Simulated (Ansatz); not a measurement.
**A vibration from a frozen displacement in Ga2O3**

Computed with DFT PBE, scalar-relativistic, plane waves, PAW in Ansatz 0.2.0. Settings: plane waves to 420 eV, k-mesh 6×6×6 (Γ-centred), Gaussian smearing 0.05 eV. No spin polarisation. Energies are free energies at this smearing, counted from the undisturbed cell; pressure is positive in compression.

Zero of the scan (relaxed at this level; this form isn't the usual structure):

```
Ga O
1.0
     2.52872    1.45996    4.54104
    -2.52872    1.45996    4.54104
     0.00000   -2.91992    4.54104
Ga O
4 6
Direct
  0.35587 0.35587 0.35587
  0.14413 0.14413 0.14413
  0.64413 0.64413 0.64413
  0.85587 0.85587 0.85587
  0.55317 0.94683 0.25000
  0.25000 0.55317 0.94683
  0.94683 0.25000 0.55317
  0.44683 0.05317 0.75000
  0.75000 0.44683 0.05317
  0.05317 0.75000 0.44683
```

Every Ga atom is moved by x along the Cartesian unit vector (0.577, 0.577, 0.577); the cell and all other atoms stay fixed. The cell's volume is 100.59 Å³; the moved atoms weigh 278.892 u together and the others 95.994 u. Some rows repeat others by symmetry and weren't run.

```
  x (Å)  ΔE (meV/cell) total force on the moved atoms along the move (eV/Å) pressure (GPa)
-0.2000         666.99                                                7.1192          4.5290
-0.1750         502.62                                                6.0437          3.4526
-0.1500         364.17                                                5.0432          2.5300
-0.1250         249.92                                                4.1068          1.7570
-0.1000         158.39                                                3.2230          1.1292
-0.0500          39.08                                                1.5700          0.3004
 0.0000           0.00                                                0.0000          0.0261
 0.0500          39.08                                               -1.5700          0.3004
 0.1000         158.39                                               -3.2230          1.1292
 0.1250         249.92                                               -4.1068          1.7570
 0.1500         364.17                                               -5.0432          2.5300
 0.1750         502.62                                               -6.0437          3.4526
 0.2000         666.99                                               -7.1192          4.5290
```

Task: What frequency belongs to this motion?

Result: The force constant is k = −dF/dx = 31.400 eV/Å², from the parabola through x = -0.0500, 0 and 0.0500. In every cell the moved atoms swing against the rest, so the mass is μ = m₁m₂/(m₁ + m₂) = 71.414 u, and ν̃ = 521.5 cm⁻¹ × √(|k|/μ) = 346 cm⁻¹. The pattern needn't be a normal mode: ν̃² is then a weighted mean of the squared nonzero frequencies at the zone centre of this cell, taken without macroscopic field, so it lies between the lowest and the highest of them.

Task: How far does the harmonic law reach?

Result: At x = -0.200 Å, kx²/2 = 628.00 meV against the computed 666.99 meV (+6.2 %): the well is still close to harmonic there.

Task: The pressure changes with x². What does that say about the frequency under compression?

Result: With E = k(V)x²/2, k ∝ V^(−2γ) and x scaling with the cell as V^(1/3), P − P0 = −∂E/∂V = (2γ − 2/3) ΔE/V. At x = 0.1000 Å, V(P − P0) = 100.59 × 1.10303 / 160.2 eV = 692.51 meV and ΔE = 158.39 meV, so γ = 1/3 + V(P − P0)/(2ΔE) = 2.52. This is the Grüneisen parameter of the motion under uniform scaling of the cell: shrinking the cell evenly by 1 % in volume raises the frequency by about 2.52 %.

Moving the gallium sublattice rigidly against oxygen is a polar, infrared-type distortion of the corundum form. Its direction is oblique to the threefold axis, so it mixes A2u and Eu character, and 346 cm⁻¹ shouldn't be assigned to a single infrared line. The inversion centre makes the well even in x and removes the cubic term. The hardening at large displacement therefore comes from higher even terms, probably because short-range repulsion in the compressed Ga–O contacts rises faster than the stretched ones soften.

The same steep repulsion explains the positive Grüneisen parameter: shortening the Ga–O bonds raises their curvature and outweighs the long-range dipolar forces that soften transverse polar motion. Since PBE usually overestimates the lattice parameters of such oxides, the calculated frequency is probably somewhat low. For a polar motion like this, the longitudinal frequencies would lie above their transverse counterparts, and that splitting can't be obtained from the scan without Born charges and the electronic dielectric response.
